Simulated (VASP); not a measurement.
Runs of VASP 6.6.1 on Zr. The structure is hexagonal, space group P6_3/mmc (No. 194). Conventional cell: a = 3.232 Å, b = 3.232 Å, c = 5.147 Å, α = 90.00°, β = 90.00°, γ = 120.00°. Zr (site symmetry -6m2) is surrounded by 12 Zr at 3.18 to 3.23 Å. 

```csv
task,level,potentials or basis,cell,k mesh,cutoff (eV),smearing,ladder,gap on the mesh (eV),pressure (GPa),relaxed volume (Å³/atom)
single point,RPBE,"VASP PAW PBE potentials, release 64 (Zr_sv_GW)",as given,9 × 9 × 5,550,gaussian 0.1 eV,-,none,(a),-
relaxation of cell and atoms,AM05,"VASP PAW PBE potentials, release 64 (Zr_sv)",relaxed,9 × 9 × 5,600,methfessel-paxton 0.1 eV,-,none,0.0,22.53
relaxation of cell and atoms,PBEsol,"VASP PAW PBE potentials, release 64 (Zr_sv)",relaxed,8 × 8 × 4,600,fermi-dirac 0.05 eV,gaps,none,0.0,22.59
single point,PBE,"VASP PAW PBE potentials, release 64 (Zr_sv)",as given,9 × 9 × 5,520,fermi-dirac 0.05 eV,-,none,0.5,-
```

Alike in all rows: no spin polarisation.

Q: Fill in the values left out.

A: (a) 2.1.

Caveats: the PAW data sets were made with another functional, which shifts forces and pressure a little (some runs).

A k mesh can miss the band edges, and the runs leave out spin-orbit coupling on Zr.

A gap of «none» marks a metal or a gap under the smearing width.

Not every run made on this cell is shown here.
